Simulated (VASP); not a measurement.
**Fe: single point with PBE**

Crystal: Fe.

```xyz
1
Lattice="2.4502 0.0000 0.0000 -0.8167 2.3101 0.0000 0.8167 1.1550 2.0006" Properties=species:S:1:pos:R:3 pbc="T T T"
Fe    0.0000    0.0000    0.0000
```

```
Program             : VASP 6.6.1
Task                : single point
Functional          : PBE
Potentials or basis : VASP PAW PBE potentials, release 64 (Fe)
Cutoff              : 520 eV
k mesh              : 16 × 16 × 27
Occupations         : methfessel-paxton, width 0.1 eV
Spin                : collinear spin, ferromagnetic start
Starting moments    : [2.4] μB
```

* Pressure: 0.6 GPa
* Band gap on the k mesh: none (metal or under the smearing width)
* Net moment: 2.20 μB per cell
* Site moments: Fe +2.19 μB
* Valence electrons inside the program's atomic spheres: Fe 7.28

Levels at points of the mesh, in eV from the Fermi level:
Spin up:
```tsv
k point	band 3	band 4	band 5	band 6	band 7	band 8
(0.00, 0.00, 0.00)	-2.31	-2.31	-1.09	-1.09	25.05	25.05
(0.50, 0.00, 0.00)	-1.03	-0.90	0.39	0.51	7.38	18.39
```
Spin down:
| k point | band 1 | band 2 | band 3 | band 4 | band 5 | band 6 |
| --- | --- | --- | --- | --- | --- | --- |
| (0.00, 0.00, 0.00) | -8.29 | -0.40 | -0.40 | -0.40 | 1.66 | 1.66 |
| (0.50, 0.00, 0.00) | -3.66 | -1.69 | 0.63 | 1.52 | 1.92 | 2.61 |

Core levels (eV, on the scale of the bands):
| atom | levels |
| --- | --- |
| 1 Fe | 1s -6986.0, 2s -807.1, 2p -685.9, 3s -80.9, 3p -47.0 |

Run time: 5.8 min on 1 thread of Intel(R) Xeon(R) Platinum 8488C (Sapphire Rapids), on a shared host, peak memory 0.5 GiB.
